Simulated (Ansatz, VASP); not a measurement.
# One calculation of CdS, two programs

```
CELL_PARAMETERS angstrom
4.45408 0.00000 0.00000
-2.22704 3.85734 0.00000
0.00000 0.00000 5.81611
ATOMIC_POSITIONS crystal
Cd 0.33333 0.66667 0.00000
Cd 0.66667 0.33333 0.50000
S 0.33333 0.66667 0.38500
S 0.66667 0.33333 0.88500
```

Alike in both runs: task single point; functional PBE; k mesh 9 × 9 × 6; occupations gaussian, width 0.05 eV; no spin polarisation.

```csv
,VASP,Ansatz
version,VASP 6.6.1,Ansatz 0.2.0
potentials or method,"VASP PAW PBE potentials, release 64 (Cd, S)","scalar-relativistic, plane waves, PAW"
plane-wave cutoff (eV),520,420
valence electrons in the cell,36,52
```

Ansatz gave:

```
gap on the k mesh at the Fermi level (eV)       : 1.26
least direct gap on the mesh (eV)               : 1.26
pressure (GPa)                                  : 6.6
largest component of the traceless stress (GPa) : 18.05
rms of the force components (eV/Å)              : 1.598
```

Question: What did VASP give for the same quantities?

Answer: gap on the k mesh at the Fermi level (eV): 1.26; least direct gap on the mesh (eV): 1.26; pressure (GPa): 7.0; largest component of the traceless stress (GPa): 18.46; rms of the force components (eV/Å): 1.645.

Atom by atom the forces differ by 0.047 eV/Å (rms over components). The two sets of potentials don't hold the same shells in valence.

Caveats: forces of over 1 eV/Å show positions far from the minimum, so gaps and moduli don't describe the material at rest. Expect the measured gap to be larger: semilocal functionals such as PBE lack the derivative discontinuity.
